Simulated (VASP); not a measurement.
**Be: relaxation of cell and atoms with PBE**

Be:

```
Be
1.0
     2.15598    0.00000    0.00000
    -1.07799    1.86713    0.00000
     0.00000    0.00000    3.42547
Be
2
Direct
  0.33333 0.66667 0.25000
  0.66667 0.33333 0.75000
```

| Property | Result |
| --- | --- |
| Program | VASP 6.6.1 |
| Task | relaxation of cell and atoms |
| Functional | PBE |
| Potentials or basis | VASP PAW PBE potentials, release 64 (Be) |
| Cutoff | 600 eV |
| k mesh | 18 × 18 × 10 |
| Occupations | methfessel-paxton, width 0.1 eV |
| Spin | no spin polarisation |
| Target pressure | 21.2 GPa |
| Further INCAR settings | ALGO = Normal; EDIFF = 1e-07; IBRION = 2; EDIFFG = -0.005; NSW = 90; ISIF = 3 |
| Target pressure | 21.2 GPa |

```json
{
  "Pressure after relaxing": "21.3 GPa",
  "Band gap on the k mesh": "none (metal or under the smearing width)"
}
```

Final structure:
```yaml
crystal:
  lattice:
    - [2.15598, 0.00000, 0.00000]
    - [-1.07799, 1.86713, 0.00000]
    - [0.00000, 0.00000, 3.42547]
  atoms:
    - { symbol: Be, position: [0.33333, 0.66667, 0.25000] }
    - { symbol: Be, position: [0.66667, 0.33333, 0.75000] }
```

Levels at points of the mesh, in eV from the Fermi level:
```
           k point  band 1  band 2  band 3  band 4  band 5  band 6
(0.00, 0.00, 0.00)  -12.30   -5.24    1.26   17.82   17.82   20.90
(0.50, 0.00, 0.00)   -5.69   -3.42    3.77    6.77    7.43   10.39
(0.00, 0.00, 0.50)  -10.06  -10.06   11.42   11.42   19.63   19.63
(0.50, 0.00, 0.50)   -4.22   -4.22    1.87    1.87   13.24   13.24
```

Wall time 11 s on 1 thread of Intel(R) Xeon(R) Platinum 8559C (Emerald Rapids) (shared host), peak memory 0.13 GiB.

Caveat: the relaxation stopped at its first step, so nothing moved; the cell is relaxed towards a set pressure, so the enthalpy falls and the energy may rise.
